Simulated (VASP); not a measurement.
**VASP 6.6.1 run: YN**

INCAR

```
EDIFF = 1E-7
LDAUJ = 0 0
MAGMOM = 0.5 0.5
NSW = 0
ALGO = Normal
LASPH = .TRUE.
SIGMA = 0.01
ENCUT = 520
ISMEAR = 0
LCHARG = .FALSE.
LREAL = .FALSE.
ISIF = 2
LDAUU = 6.0 0
NELM = 120
LDAU = .TRUE.
ISPIN = 2
NBANDS = 15
LDAUTYPE = 2
LWAVE = .FALSE.
LMAXMIX = 4
LDAUL = 2 -1
IBRION = -1
PREC = Accurate
METAGGA = R2SCAN
```

KPOINTS

```
KPOINTS created by Atomic Simulation Environment
0
Gamma
10 10 10
0 0 0
```

POSCAR

```
Y  N
 1.0000000000000000
     0.0000000000000000    2.5459700684000000    2.5459700684000000
     2.5459700684000000    0.0000000000000000    2.5459700684000000
     2.5459700684000000    2.5459700684000000    0.0000000000000000
 Y   N
   1   1
Cartesian
  0.0000000000000000  0.0000000000000000  0.0000000000000000
  2.5459700684000000  2.5459700684000000  2.5459700684000000
```

The recommended PBE PAW datasets give the neutral cell 16 valence electrons.

Command

```
mpirun -np 1 vasp_std
```

OSZICAR

```
N       E                     dE             d eps       ncg     rms          rms(c)
DAV:   1     0.383182725755E+02    0.38318E+02   -0.81560E+03  2820   0.104E+03
DAV:   2    -0.364810508292E+02   -0.74799E+02   -0.68262E+02  3865   0.235E+02
DAV:   3    -0.397946361700E+02   -0.33136E+01   -0.32828E+01  3707   0.416E+01
DAV:   4    -0.398589664066E+02   -0.64330E-01   -0.64311E-01  3198   0.565E+00
DAV:   5    -0.398599074054E+02   -0.94100E-03   -0.94098E-03  3514   0.575E-01    0.255E+01
DAV:   6    -0.308504536623E+02    0.90095E+01   -0.76955E+00  3436   0.228E+01    0.290E+01
DAV:   7    -0.311034850749E+02   -0.25303E+00   -0.57775E-01  3436   0.617E+00    0.214E+01
DAV:   8    -0.311575055427E+02   -0.54020E-01   -0.37054E-01  3079   0.528E+00    0.492E+00
DAV:   9    -0.311530137056E+02    0.44918E-02   -0.51654E-02  3415   0.181E+00    0.147E+00
DAV:  10    -0.311515377815E+02    0.14759E-02   -0.11988E-02  3408   0.755E-01    0.811E-01
DAV:  11    -0.311515732991E+02   -0.35518E-04   -0.11888E-03  3350   0.346E-01    0.436E-01
DAV:  12    -0.311515923454E+02   -0.19046E-04   -0.47921E-04  3331   0.190E-01    0.602E-02
DAV:  13    -0.311515966791E+02   -0.43337E-05   -0.21815E-05  3395   0.423E-02    0.499E-02
DAV:  14    -0.311515989434E+02   -0.22643E-05   -0.10390E-05  3555   0.254E-02    0.258E-02
DAV:  15    -0.311515990216E+02   -0.78195E-07   -0.16018E-06  3352   0.128E-02    0.698E-03
DAV:  16    -0.311515992591E+02   -0.23750E-06   -0.32959E-07  3346   0.512E-03    0.392E-03
DAV:  17    -0.311515992154E+02    0.43725E-07   -0.46750E-08  1515   0.177E-03
   1 F= -.31151599E+02 E0= -.31151599E+02  d E =-.606781-136  mag=     0.0000
```

Standard output (part)

```
POSCAR found type information on POSCAR Y N
 POSCAR found :  2 types and       2 ions
 LDA part: xc-table for (None), standard interpolation
 POSCAR, INCAR and KPOINTS ok, starting setup
 WAVECAR not read
 entering main loop
```

It converged. Results: pressure -2.3 GPa; magnetic moment of the cell 0.00 μB.

For comparison, a separate r²SCAN run of the intended cell, on usual settings and not on those above, gives a gap of 0.76 eV on its mesh and a pressure of -15.6 GPa.

The run above took about 2.6 min on one core of a shared host (Intel Xeon Platinum 8488C) and held 0.23 GiB at most.
